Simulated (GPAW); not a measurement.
# Ga (Pm-3m) in GPAW: notebook, part 2 of 2

GPAW 26.7.0. The steps go on from the part before.

### Step 3. Wannier90, SOGGA

run.py reads:

```python
import json
import numpy as np
import subprocess
from ase.dft.bandgap import bandgap
from ase.io import read, write
from ase.units import GPa
from gpaw import GPAW, PW, setup_paths
from gpaw.wannier.wannier90 import Wannier90

setup_paths.insert(0, '.')

atoms = read('Ga.cif')

calc = GPAW(mode=PW(600),
            xc='GGA_X_SOGGA+GGA_C_PBE_SOL',
            kpts={'size': (10, 10, 10), 'gamma': True},
            occupations={'name': 'fermi-dirac', 'width': 0.05},
            nbands=7,
            convergence={'density': 1e-05, 'energy': 1e-05},
            maxiter=150,
            txt='gpaw.txt')
atoms.calc = calc
energy = atoms.get_potential_energy()
forces = atoms.get_forces()
stress = atoms.get_stress()
calc.write('gs.gpw')
write('result.traj', atoms)
print(f'Energy: {energy:.6f} eV')
print('Forces (eV/A):')
print(forces.round(4))
print('Stress (GPa):', (stress / GPa).round(3))
print('Fermi level:', round(calc.get_fermi_level(), 4), 'eV')
print(f'Gap: {bandgap(calc)[0]:.4f} eV, direct: {bandgap(calc, direct=True)[0]:.4f} eV')

nwann = sum(2 * l + 1 for setup in calc.setups for n, l in zip(setup.n_j, setup.l_j) if n > 0)
nbands = nwann + 8
full = calc.fixed_density(kpts={'size': (4, 4, 4), 'gamma': True}, symmetry='off', nbands=nbands + 6,
                          convergence={'bands': nbands, 'eigenstates': 1e-7}, txt='full.txt')
frozen = min(1.0, full.eigenvalues()[0, :, nwann].min() - full.get_fermi_level() - 0.01)  # at most nwann bands inside
w90 = Wannier90(full, seed='w90', bands=range(nbands), spin=0)
w90.write_input(num_iter=0, dis_num_iter=500, dis_froz_max=frozen, search_shells=40)
subprocess.run(['wannier90.x', '-pp', 'w90'], check=True)
w90.write_projections()
w90.write_eigenvalues()
w90.write_overlaps()
subprocess.run(['wannier90.x', 'w90'], check=True)

words = open('w90_hr.dat').read().split('\n', 1)[1].split()
nr = int(words[1])
degeneracy = np.array(words[2:2 + nr], float)
hr = np.array(words[2 + nr:], float).reshape((nr, nwann, nwann, 7))
R, H = hr[:, 0, 0, :3], (hr[..., 5] + 1j * hr[..., 6]) / degeneracy[:, None, None]
path = atoms.cell.bandpath('GXMGRX,MR', npoints=40, eps=1e-4)
interp = np.array([np.linalg.eigvalsh(np.einsum('r,rji->ij', np.exp(2j * np.pi * R @ k), H)) for k in path.kpts])
exact = calc.fixed_density(kpts=path, symmetry='off', nbands=nwann + 6, convergence={'bands': nwann, 'eigenstates': 1e-7},
                           txt='bands.txt').band_structure().energies[0, :, :nwann]
print(f'Frozen window up to {frozen:.3f} eV over the Fermi level')
window = exact < calc.get_fermi_level() + frozen
miss = abs(interp - exact)[window]
print(f'{nwann} functions; bands in the frozen window, Wannier less DFT: mean {miss.mean():.4f} eV, largest {miss.max():.4f} eV')
json.dump({'interp': interp.tolist(), 'exact': exact.tolist(), 'kpts': path.kpts.tolist(), 'miss': [miss.mean(), miss.max()],
           'onsite': H[abs(R).sum(1).argmin()].diagonal().real.tolist()}, open('wannier.json', 'w'))
```

Ga.cif reads:

```cif
data_Ga
_cell_length_a 2.71648000
_cell_length_b 2.71648000
_cell_length_c 2.71648000
_cell_angle_alpha 90.00000000
_cell_angle_beta 90.00000000
_cell_angle_gamma 90.00000000
_space_group_name_H-M_alt 'P1'
_space_group_name_Hall 'P 1'
_space_group_IT_number 1
loop_
_space_group_symop_operation_xyz
'x,y,z'
loop_
_atom_site_label
_atom_site_type_symbol
_atom_site_symmetry_multiplicity
_atom_site_Wyckoff_symbol
_atom_site_fract_x
_atom_site_fract_y
_atom_site_fract_z
_atom_site_occupancy
Ga1 Ga 1 a 0.0000000000 0.0000000000 0.0000000000 1
```

Potentials or basis: PAW data sets generated in the run's folder for this functional, pw.

The run is started by

```console
$ gpaw-setup -f GGA_X_SOGGA+GGA_C_PBE_SOL Ga
$ OMP_NUM_THREADS=1 python run.py
```

gpaw.txt:

```text
__  _  _
 | _ |_)|_||  |
 |__||  | ||/\| - 26.7.0

Input parameters:
  mode=PW(ecut=600.0),
  convergence={'density': 1e-05, 'energy': 1e-05},
  kpts=MonkhorstPack(size=(10, 10, 10), gamma=True),
  maxiter=150,
  nbands=7,
  occupations=Occupations(name='fermi-dirac', width=0.05),
  xc=XC(name='GGA_X_SOGGA+GGA_C_PBE_SOL')

Diagonalizing LCAO Hamiltonian
Converting LCAO to pw mode
   .------.
  /|      |
 * |      |
 | .------.
 |/      /
 Ga-----*

Atoms  # Å, Bohr magnetons
|   | symbol |        x |        y |        z |    initial magnetic moments |
|---|--------|----------|----------|----------|-----------------------------|
| 0 |     Ga | 0.000000 | 0.000000 | 0.000000 | ( 0.0000,  0.0000,  0.0000) |

Unit cell  # Å
| periodic |        x |        y |        z |  lengths |    angles |
|----------|----------|----------|----------|----------|-----------|
|      yes | 2.716480 | 0.000000 | 0.000000 | 2.716480 | 90.000000 |
|      yes | 0.000000 | 2.716480 | 0.000000 | 2.716480 | 90.000000 |
|      yes | 0.000000 | 0.000000 | 2.716480 | 2.716480 | 90.000000 |

Number of symmetries: 48
Symmetry operations  # r_c * U_cc + t_c -> r_c
|    | kind |            matrix            |
|----|------|------------------------------|
|  0 |  E   |  1, 0, 0,  0, 1, 0,  0, 0, 1 |
|  1 |  σ   |  1, 0, 0,  0, 1, 0,  0, 0,-1 |
|  2 |  σ   |  1, 0, 0,  0, 0, 1,  0, 1, 0 |
|  3 |  C4  |  1, 0, 0,  0, 0, 1,  0,-1, 0 |
|  4 |  C4  |  1, 0, 0,  0, 0,-1,  0, 1, 0 |
|  5 |  σ   |  1, 0, 0,  0, 0,-1,  0,-1, 0 |
|  6 |  σ   |  1, 0, 0,  0,-1, 0,  0, 0, 1 |
|  7 |  C2  |  1, 0, 0,  0,-1, 0,  0, 0,-1 |
|  8 |  σ   |  0, 1, 0,  1, 0, 0,  0, 0, 1 |
|  9 |  C2  |  0, 1, 0,  1, 0, 0,  0, 0,-1 |
| 10 |  C3  |  0, 1, 0,  0, 0, 1,  1, 0, 0 |
| 11 |  S6  |  0, 1, 0,  0, 0, 1, -1, 0, 0 |
| 12 |  S6  |  0, 1, 0,  0, 0,-1,  1, 0, 0 |
| 13 |  C3  |  0, 1, 0,  0, 0,-1, -1, 0, 0 |
| 14 |  C4  |  0, 1, 0, -1, 0, 0,  0, 0, 1 |
| 15 |  S4  |  0, 1, 0, -1, 0, 0,  0, 0,-1 |
| 16 |  C3  |  0, 0, 1,  1, 0, 0,  0, 1, 0 |
| 17 |  S6  |  0, 0, 1,  1, 0, 0,  0,-1, 0 |
| 18 |  σ   |  0, 0, 1,  0, 1, 0,  1, 0, 0 |
| 19 |  C4  |  0, 0, 1,  0, 1, 0, -1, 0, 0 |
| 20 |  C2  |  0, 0, 1,  0,-1, 0,  1, 0, 0 |
| 21 |  S4  |  0, 0, 1,  0,-1, 0, -1, 0, 0 |
| 22 |  S6  |  0, 0, 1, -1, 0, 0,  0, 1, 0 |
| 23 |  C3  |  0, 0, 1, -1, 0, 0,  0,-1, 0 |
| 24 |  S6  |  0, 0,-1,  1, 0, 0,  0, 1, 0 |
| 25 |  C3  |  0, 0,-1,  1, 0, 0,  0,-1, 0 |
| 26 |  C4  |  0, 0,-1,  0, 1, 0,  1, 0, 0 |
| 27 |  σ   |  0, 0,-1,  0, 1, 0, -1, 0, 0 |
| 28 |  S4  |  0, 0,-1,  0,-1, 0,  1, 0, 0 |
| 29 |  C2  |  0, 0,-1,  0,-1, 0, -1, 0, 0 |
| 30 |  C3  |  0, 0,-1, -1, 0, 0,  0, 1, 0 |
| 31 |  S6  |  0, 0,-1, -1, 0, 0,  0,-1, 0 |
[... 61 lines left out ...]
  Grid points: [16 16 16]

species:
  Ga:
    name:    Gallium
    Z:       31.0
    valence: 3
    core:    28
    charge:  0.0  # [|e|]
    compensation charges:
      type: gauss
      rc: 0.37  # [Å]
      lmax: 2
    cutoffs:
      filter: 2.06  # [Å]
      core: 4.17  # [Å]
    projectors
    | kind |    occ | energy [eV] | rcut [Å] |
    |------|--------|-------------|----------|
    |   4s |  2.000 |      -8.972 |    1.164 |
    |   4p |  1.000 |      -2.585 |    1.164 |
    |    s |        |      18.240 |    1.164 |
    |    p |        |      24.626 |    1.164 |
    |    d |        |       0.000 |    1.164 |

    Using partial waves for Ga as LCAO basis

Reference energy: -52844.057418  # eV

eigensolver:
  PPCG
  Converge bands: occupied
  niter=2

density mixing:
  MSR1-Mixer
  Pratt-step length: 0.05
  Maximum mixing coefficient: 0.75
  Old densities: 10
  SVD Regularization: 0.005
  Good broyden scale: 1.0
  Trust region scale: 1.0
  Backstep threshold: 4.0
  History deletion threshold: 6.0
  Fourier metric: weight=20.0, sigma=0.015

occupation numbers:
  Fermi-Dirac:
    width: 0.0500  # eV

poisson solver:
  ecut: 4800.0  # eV

xc functional:
  name: GGA_X_SOGGA+GGA_C_PBE_SOL with 2 nearest neighbor stencil

convergence criteria:
- Maximum integral of absolute [dens]ity change: 1e-05 electrons / valence electron
- Maximum [total energy] change in last 3 cyles: 1e-05 eV / valence electron
- Maximum integral of absolute [eigenst]ate change: 4e-08 eV^2 / valence electron
maximum number of iterations: 150

SCF iterations
|iter     | |      energy | eigst |  dens |
|---------|-|-------------|-------|-------|
|iter:   1| |   -3.294149 | -1.06 |       |
|iter:   2| |   -3.293531 | -3.53 | -1.09 |
|iter:   3| |   -3.288158 | -3.59 | -1.12 |
|iter:   4| |   -3.288224 | -4.28 | -1.65 |
|iter:   5| |   -3.288241 | -5.35 | -2.48 |
|iter:   6| |   -3.288241c| -7.80c| -3.64 |
|iter:   7| |   -3.288241c| -8.14c| -4.43 |
|iter:   8| |   -3.288241c| -8.92c| -5.52c|

Converged in 8 steps
Energy contributions relative to reference atoms: (reference = -52844.057418)

Energy contributions:
  Kinetic:           7.671474
  Coulomb:          -6.166029
  Zero:              0.009173
  External:          0.000000
  Xc:               -4.800147
  Entropy:          -0.005424
  Spinorbit:         0.000000
  ----------------------------
  Free energy:      -3.290953
  Extrapolated:     -3.288241

dipole moment: (-7.003149, -7.003149, -7.003149)  # |e|*Ang

Fermi level: 5.233
Eigenvalues  # (at kpt = [0.000, 0.000, 0.000])
| band index |      eig [eV] | occ [0-2] |
|------------|---------------|-----------|
|          0 |        -5.342 |     2.000 |
|          1 |        14.215 |     0.000 |
|          2 |        14.215 |     0.000 |
|          3 |        14.215 |     0.000 |
|          4 |        16.648 |     0.000 |
|          5 |        16.648 |     0.000 |
|          6 |        19.527 |     0.000 |

No gap
No difference between direct/indirect transitions

Forces  # eV/Ang
|       x |       y |       z |
|---------|---------|---------|
| 0.00000 | 0.00000 | 0.00000 |  # Ga   0

Stress tensor  # eV/Ang^3
|         x |         y |        z |
|-----------|-----------|----------|
|  0.017491 | -0.000000 | 0.000000 |
| -0.000000 |  0.017491 | 0.000000 |
|  0.000000 |  0.000000 | 0.017491 |

# Writing to gs.gpw (mode='')
```

stdout:

```text
Energy: -3.288241 eV
Forces (eV/A):
[[0. 0. 0.]]
Stress (GPa): [ 2.802  2.802  2.802  0.     0.    -0.   ]
Fermi level: 5.2333 eV
Gap: 0.0000 eV, direct: 0.0000 eV
Frozen window up to 1.000 eV over the Fermi level
4 functions; bands in the frozen window, Wannier less DFT: mean 0.1757 eV, largest 1.0021 eV
```

bands.txt:

```text
Diagonalizing LCAO Hamiltonian
Converting LCAO to pw mode
convergence criteria:
- Maximum integral of absolute [eigenst]ate change: 1e-07 eV^2 / valence electron
maximum number of iterations: 150

SCF iterations
|iter     | |      energy | eigst |  dens |
|---------|-|-------------|-------|-------|
[... 45 lines left out ...]
         [0.0625    , 0.5       , 0.0625    ],
         [0.        , 0.5       , 0.        ],
         [0.5       , 0.5       , 0.        ],
         [0.5       , 0.5       , 0.08333333],
         [0.5       , 0.5       , 0.16666667],
         [0.5       , 0.5       , 0.25      ],
         [0.5       , 0.5       , 0.33333333],
         [0.5       , 0.5       , 0.41666667],
         [0.5       , 0.5       , 0.5       ]])),
  maxiter=150,
  nbands=10,
  occupations=Occupations(name='fermi-dirac', width=0.05),
  symmetry=Symmetry(point_group=False, time_reversal=False),
  xc=XC(name='GGA_X_SOGGA+GGA_C_PBE_SOL')
```

It took 15 s on 1 thread of Intel Xeon Platinum 8375C at 2.90GHz (Ice Lake), shared host; peak memory 0.2 GiB.

Results:

- Free energy: -3.2910 eV
- Pressure: -2.8 GPa
- Band gap on the k mesh: none (metal or under the smearing width)
- Total Wannier spread: 6.03 Å² over 4 functions

Levels at the corners of the path, in eV from the Fermi level:
| point | band 1 | band 2 | band 3 | band 4 |
| --- | --- | --- | --- | --- |
| Γ | -10.58 | 8.98 | 8.98 | 8.98 |
| X | -6.30 | -4.14 | 12.42 | 12.42 |
| M | -1.67 | -0.67 | -0.67 | 4.17 |
| Γ | -10.58 | 8.98 | 8.98 | 8.98 |
| R | 2.64 | 2.64 | 2.64 | 3.81 |
| X | -6.30 | -4.14 | 12.42 | 12.42 |
| M | -1.67 | -0.67 | -0.67 | 4.17 |
| R | 2.64 | 2.64 | 2.64 | 3.81 |

Wannier centres (Å) and spreads (Å²):
| function | x | y | z | spread |
| --- | --- | --- | --- | --- |
| 1 | 0.000 | 0.000 | 0.000 | 1.360 |
| 2 | 0.000 | 0.000 | 0.000 | 1.557 |
| 3 | 0.000 | 0.000 | 0.000 | 1.557 |
| 4 | 0.000 | 0.000 | 0.000 | 1.557 |

Caveat: the Wannier interpolation is poor.
